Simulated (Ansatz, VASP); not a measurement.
# AlN: VASP beside Ansatz

Contents of INCAR:

```
SYSTEM = AlN
PREC     = Accurate       ! precision mode
ENCUT    = 520            ! plane-wave cutoff, eV
EDIFF    = 1E-6           ! SCF threshold, eV
ISMEAR   = -1             ! smearing method
SIGMA    = 0.02           ! smearing width, eV
LREAL    = .False.        ! projectors in reciprocal space
LASPH    = .True.         ! aspherical terms in the spheres
NELM     = 60             ! most SCF steps
ALGO     = Normal         ! electronic algorithm
ISIF     = 2              ! what is computed and relaxed
LWAVE    = .False.        ! write WAVECAR
LCHARG   = .False.        ! write CHGCAR
NBANDS   = 11             ! bands
```

KPOINTS

```
regular mesh
0
Gamma
  10 10 10
  0 0 0
```

The input POSCAR:

```
AlN
1.0
    0.0000000000      1.9780000000      1.9384400000
    1.9780000000      0.0000000000      1.9384400000
    1.9780000000      1.9780000000      0.0000000000
Al N
1 1
Direct
    0.0000000000      0.0000000000      0.0000000000
    0.5000000000      0.5000000000      0.5000000000
```

Input for Ansatz:

```yaml
crystal:
  lattice:
    - [0.0, 1.978, 1.93844]
    - [1.978, 0.0, 1.93844]
    - [1.978, 1.978, 0.0]
  atoms:
    - { symbol: Al, position: [0.0, 0.0, 0.0] }
    - { symbol: "N", position: [0.5, 0.5, 0.5] }
kpoints:
  mp_grid: { grid: [10, 10, 10] }
  band_path:
    path:
      - [0.0, 0.0, 0.0]
      - [0.0, 0.5, 0.5]
      - [0.25, 0.75, 0.5]
      - [0.0, 0.5, 0.0]
      - [0.0, 0.0, 0.0]
      - [0.5, 0.5, 0.0]
      - [0.3801541025, 0.6198458975, 0.0]
      - [-0.3801541025, 0.3801541025, 0.0]
      - [0.0, 0.0, 0.0]
    npoints: 5
scf:
  occupations: { method: fermi_dirac, width: 0.02 }
hamiltonian:
  xc: lda
  pseudopotentials: { kind: all_electron, lapw: { basis_error: 0.001 } }
output:
  forces: true
  stress: true
  eigenvalues: true
```

Change from the starting cell: zz strain of -2 %.

Alike in both runs: task single point; functional LDA; k mesh 10 × 10 × 10; occupations fermi-dirac, width 0.02 eV; no spin polarisation.

```csv
,VASP,Ansatz
version,VASP 6.6.1,Ansatz 0.2.0
potentials or method,"VASP PAW LDA potentials, release 64 (Al, N)","all-electron LAPW, scalar-relativistic"
plane-wave cutoff (eV),520,see its input
```

```tsv
	VASP	Ansatz	Ansatz less VASP
gap on the k mesh at the Fermi level (eV)	4.84	4.86	+0.023
pressure (GPa)	20.4	19.5	-0.88
largest component of the traceless stress (GPa)	6.18	6.06	-0.123
```

Ansatz ran all-electron here, so the differences hold the error of VASP's frozen core and of both bases.

Caveats: so large a pressure means that the cell lies far from this level's equilibrium, or that cutoff or potentials fall short (VASP). A k mesh can miss the band edges.
